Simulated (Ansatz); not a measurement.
RbBr (wurtzite) (no longer in that coordination), relaxed with r2SCAN: 5 runs in Ansatz, each a construction of maximally localised Wannier functions. It is hexagonal, P6_3/mmc (No. 194); conventional cell a = 5.890 Å, c = 6.870 Å, 51.61 Å³ an atom. Around Rb lie 5 Br at 3.40–3.44 Å; around Br lie 5 Rb at 3.40–3.44 Å. Values at 0 K without nuclear motion; spin polarisation is off, and the phase may be a hypothetical one.

```
CELL_PARAMETERS angstrom
5.89014 0.00000 0.00000
-2.94507 5.10101 0.00000
0.00000 0.00000 6.87033
ATOMIC_POSITIONS crystal
Rb 0.33333 0.66667 0.93750
Rb 0.66667 0.33333 0.43750
Br 0.33333 0.66667 0.43750
Br 0.66667 0.33333 0.93750
```

Windows count from the top of the filled bands; a dash means that no such window was set (without an outer window there is no disentanglement).

```tsv
functional	SCF mesh	trial orbitals	functions	mesh	window (eV)	frozen (eV)	Ω total (Å²)	Ω invariant (Å²)	largest spread (Å²)	least projectability	interpolation miss of the model's filled bands (eV, to the nearest computed level)
PBE	6×6×4	Br s, Br p	8	6×6×4	–	–	11.72	10.07	1.50	0.95	0.001
PBE	6×6×4	Br s, Br p	8	3×3×2	–	–	10.96	9.28	1.38	0.95	0.023
PBE	6×6×4	Br p	6	6×6×4	–	–	11.27	11.25	1.89	0.98	0.001
r2SCAN	6×6×4	Br s, Br p	8	6×6×4	–	–	11.46	9.76	1.46	0.95	0.001
r2SCAN	6×6×4	Br p	6	6×6×4	–	–	11.00	10.99	1.84	0.98	0.001
```

A dash in the last column means that the miss wasn't evaluated.

For Br s, Br p with PBE the spread goes 10.96 Å² (3×3×2), 11.72 Å² (6×6×4): finite differences on a coarse mesh understate it.

Spin-orbit coupling is left out.
